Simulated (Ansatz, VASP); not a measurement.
**One calculation of Te2Mo, two programs**

The input INCAR:

```
ALGO = Normal
EDIFF = 1E-7
ENCUT = 520
GGA = PE
ISIF = 2
ISMEAR = 0
ISPIN = 2
LASPH = T
LCHARG = T
LELF = T
LMAXMIX = 4
LORBIT = 11
LREAL = F
LVHAR = T
LWAVE = F
MAGMOM = 0 0 1
NBANDS = 24
NELM = 150
PREC = Accurate
SIGMA = 0.1
```

File KPOINTS:

```
k-points
0
Gamma
  4 4 4
```

Contents of POSCAR:

```
Te2Mo
1.0
    0.0000000000      3.3411331314      3.3411331314
    3.3411331314      0.0000000000      3.3411331314
    3.3411331314      3.3411331314      0.0000000000
Te Mo
2 1
Direct
    0.2500000000      0.2500000000      0.2500000000
    0.7500000000      0.7500000000      0.7500000000
    0.0000000000      0.0000000000      0.0000000000
```

Input for Ansatz:

```yaml
crystal:
  lattice:
    - [0.0, 3.3411331314, 3.3411331314]
    - [3.3411331314, 0.0, 3.3411331314]
    - [3.3411331314, 3.3411331314, 0.0]
  atoms:
    - { symbol: Te, position: [0.25, 0.25, 0.25] }
    - { symbol: Te, position: [0.75, 0.75, 0.75] }
    - { symbol: Mo, position: [0.0, 0.0, 0.0], spin: 1.0 }
basis:
  ecutwfc: 420
kpoints:
  mp_grid: { grid: [4, 4, 4] }
hamiltonian:
  xc: pbe
scf:
  occupations: { method: gaussian, width: 0.1 }
  lower_state_search: "off"
output:
  forces: true
  stress: true
  eigenvalues: true
  populations: true
magnetization:
  spin_polarized: true
```

Alike in both runs: task single point; functional PBE; k mesh 4 × 4 × 4; occupations gaussian, width 0.1 eV; collinear spin.

|  | VASP | Ansatz |
| --- | --- | --- |
| version | VASP 6.6.1 | Ansatz 0.2.0 |
| potentials or method | VASP PAW PBE potentials, release 64 (Te, Mo_sv) | scalar-relativistic, plane waves, PAW |
| plane-wave cutoff (eV) | 520 | 420 |
| valence electrons in the cell | 26 | 46 |

|  | VASP | Ansatz | Ansatz less VASP |
| --- | --- | --- | --- |
| gap on the k mesh at the Fermi level (eV) | none | none | - |
| pressure (GPa) | 2.6 | 2.6 | +0.01 |
| net moment per atom (μB) | 0.55 | 0.55 | +0.001 |
| size of the moment on the site where the two differ most (μB) | 1.38 | 1.31 | -0.072 |

Site moments also hang on the region over which each program counts them. A gap of «none» marks a metal or a gap that the smearing closes. The two sets of potentials don't hold the same shells in valence.

Caveats: the k mesh is coarse (spacing up to 0.41 Å⁻¹), so the values aren't converged. Spin-orbit coupling is left out, which matters for the levels of Te.
